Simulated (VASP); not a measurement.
A run of VASP 6.6.1 is set up as follows.

The input INCAR:

```
SYSTEM = Na
  PREC = Accurate
  ENCUT = 600
  EDIFF = 1E-6
  ISMEAR = 1
  SIGMA = 0.1
  LREAL = .FALSE.
  LASPH = .TRUE.
  NELM = 80
  ALGO = Normal
  ISIF = 3
  LWAVE = .FALSE.
  LCHARG = .FALSE.
  METAGGA = R2SCAN
  LMIXTAU = .TRUE.
  IBRION = 2
  NSW = 90
  EDIFFG = -0.01
```

KPOINTS

```
regular mesh
0
G
  14 14 14
  0 0 0
```

File POSCAR:

```
Na
1.0
   -2.1410000000      2.1410000000      2.1410000000
    2.1410000000     -2.1410000000      2.1410000000
    2.1410000000      2.1410000000     -2.1410000000
Na
1
Direct
    0.0000000000      0.0000000000      0.0000000000
```

Potentials or basis: VASP PAW PBE potentials, release 64 (Na_pv).

Launch:

```console
$ cat potpaw_PBE.64/Na_pv/POTCAR > POTCAR
$ mpirun -np 1 vasp_std > vasp.out
```

Problem. What does it give for the relaxed volume?

Solution. 37.76 Å³/atom.

Problem. Predict the relaxed cell.

Solution. a = 3.661 Å, b = 3.661 Å, c = 3.661 Å, α = 109.47°, β = 109.47°, γ = 109.47°.

Problem. Predict the space group after relaxing (to 0.05 Å).

Solution. Im-3m (No. 229).

The path:
```tsv
step	energy change (eV)	largest force (eV/Å)	pressure (GPa)	volume (Å³)
1	0.0000	0.0000	-0.28	39.26
2	-0.0006	0.0000	-0.17	38.86
3	-0.0008	0.0000	-0.13	38.71
4	-0.0011	0.0000	-0.06	38.39
5	-0.0013	0.0000	0.00	37.76
```

Caveat: the PAW data sets were made with another functional, which shifts forces and pressure a little.
